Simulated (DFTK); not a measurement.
Runs of DFTK 0.8.2 on HfC. It takes space group Fm-3m (No. 225, cubic). Conventional cell: a = 4.650 Å, b = 4.650 Å, c = 4.650 Å, α = 90.00°, β = 90.00°, γ = 90.00°. Hf (site symmetry m-3m) has 6 C at 2.33 Å as nearest neighbours. C (site symmetry m-3m) has 6 Hf at 2.33 Å as nearest neighbours. 

```csv
level,gap on the mesh (eV),pressure (GPa)
PBEsol,none,-6.3
RPBE,none,6.8
TASK,none,-0.5
LDA,none,(b)
AM05,none,-6.9
WC,none,-5.5
BLYP,none,(a)
SCAN,none,-10.7
BJ06,none,-
r2SCAN,none,(c)
```

Alike in all rows: task band structure; potentials or basis SG15 1.2 (PBE); no spin polarisation; cell as given; k mesh 8 × 8 × 8; cutoff (eV) 1225; smearing fermi-dirac 0.05 eV.

Problem. Estimate the missing entries.

Solution. (a) 4.9; (b) -15.0; (c) -10.1.

Caveats: the potentials were made for another functional, which shifts forces and pressure; spin-orbit coupling is left out, which moves the levels of the heavy elements; the program leaves the constant c of mgga_x_tb09 at 1, so the potential is Becke-Johnson's (BJ06) and not Tran and Blaha's, with levels but no total energy (some runs).

A k mesh can miss the band edges, and the runs leave out spin-orbit coupling on Hf.

A gap of «none» marks a metal or a gap under the smearing width.

Runs at the PBE level aren't shown here.
